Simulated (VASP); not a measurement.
# Sb: equation of state with PBE+D2

Sb:

```xyz
1
Lattice="3.1600 0.0000 0.0000 0.0000 3.1600 0.0000 0.0000 0.0000 3.1600" Properties=species:S:1:pos:R:3 pbc="T T T"
Sb    0.0000    0.0000    0.0000
```

This isn't the form of Sb at room conditions, which is rhombohedral.

| Item | Value |
| --- | --- |
| Program | VASP 6.6.1 |
| Task | equation of state |
| Functional | PBE |
| Dispersion | D2 |
| Potentials or basis | VASP PAW PBE potentials, release 64 (Sb) |
| Cutoff | 600 eV |
| k mesh | 8 × 8 × 8 |
| Occupations | fermi-dirac, width 0.01 eV |
| Spin | no spin polarisation |

```json
{"Equilibrium volume": "28.52 Å³/atom (rough: see the caveat)", "Bulk modulus": "66 GPa (rough)"}
```

Energy against volume, from the lowest point:
```
volume (Å³/atom)  energy (meV/atom)
          29.661               0.00
          30.292              11.34
          30.923              26.55
          31.554              45.10
          32.186              66.56
          32.817              90.50
          33.448             116.59
```

It took 95 s on 1 thread of AMD EPYC 7R43 64-Core Processor (Zen 3), with other jobs on the host, peak memory 0.11 GiB.

Caveat: the minimum lies outside the volumes run. Spin-orbit coupling is left out, which matters for the levels of Sb.
